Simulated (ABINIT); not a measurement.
The system is CdS (Hawleyite).

```
CELL_PARAMETERS angstrom
0.00000 2.91650 2.91650
2.91650 0.00000 2.91650
2.91650 2.91650 0.00000
ATOMIC_POSITIONS crystal
Cd 0.00000 0.00000 0.00000
S 0.75000 0.75000 0.75000
```

Base run:

- Program: ABINIT 10.8.3 (patched build)
- Functional: PBE0
- Potentials or basis: SG15 NC PBE v1.2
- Cutoff: 599 eV
- k mesh: 6 × 6 × 6
- Occupations: fixed
- Spin: no spin polarisation

Its results: band gap on the k mesh 2.70 eV, direct; pressure 1.1 GPa.

Problem. The run is repeated on the same cell with these changes: functional from PBE0 to PBE. What comes out?

Solution. Band gap on the k mesh 1.15 eV, direct; pressure 3.1 GPa.

PBE0 gives the wider gap, since exact exchange removes part of the self-interaction.

Caveats: the potentials were made for another functional, which shifts forces and pressure (some runs).

